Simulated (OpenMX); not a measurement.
**SnO under changes of volume**

One of the cells (17.769 Å³/atom); the others are scaled copies at fixed shape and fractional positions:

```
Sn O
1.0
     3.81370    0.00000    0.00000
     0.00000    3.81370    0.00000
     0.00000    0.00000    4.88691
Sn O
2 2
Direct
  0.50000 0.00000 0.76463
  0.00000 0.50000 0.23537
  0.00000 0.00000 0.00000
  0.50000 0.50000 0.00000
```

The cell is a database's computed one.

| Quantity | Value |
| --- | --- |
| Program | OpenMX 3.8.5 |
| Functional | PBE |
| Potentials or basis | OpenMX 2013 PBE set, Sn7.0-s3p2d1, O6.0-s2p2, fixed grid of 50 × 50 × 64 points |
| k mesh | 7 × 7 × 7 |
| Occupations | fermi-dirac, width 0.05 eV |
| Spin | no spin polarisation |

| volume (Å³/atom) | energy over the lowest point (meV/atom) | gap on the mesh (eV) | largest force (eV/Å) |
| --- | --- | --- | --- |
| 16.703 | 116.75 | 0.10 | 2.546 |
| 17.058 | 83.57 | 0.17 | 2.227 |
| 17.414 | 56.56 | 0.25 | 1.886 |
| 17.769 | 35.15 | 0.32 | 1.584 |
| 18.125 | 18.94 | 0.40 | 1.327 |
| 18.480 | ? | ? | ? |
| 18.835 | 0.00 | 0.53 | 0.799 |

Q: What does the run at 18.480 Å³/atom give?

A: Energy over the lowest point 7.39 meV/atom; gap on the mesh 0.47 eV; largest force 1.063 eV/Å.

Worked out: A Birch-Murnaghan fit of order 3 (a polynomial in V^(-2/3)) to the other rows has its minimum at 19.36 Å³/atom, just outside them, with B0 = V·E''(V) = 82 GPa and B' = 4.1 at fixed shape and positions, which overstates the stiffness. It gives 7.35 meV/atom at 18.480 Å³/atom, against the run's 7.39. A straight line through the other rows of the gap, of slope 3.62 eV per unit of ln V, gives 0.46 eV, against the run's 0.47.

Energies are extrapolated to zero smearing.

Caveats: the basis has few d functions beyond the semicore shells, which can make volumes several per cent too large; spin-orbit coupling is left out, which moves the levels of the heavy elements; an odd mesh through Γ misses points on the zone boundary, where band edges often lie; the basis of atomic orbitals isn't converged, which shifts pressures, moduli and gaps; forces of over 1 eV/Å show positions far from the minimum, so gaps and moduli don't describe the material at rest (some runs).
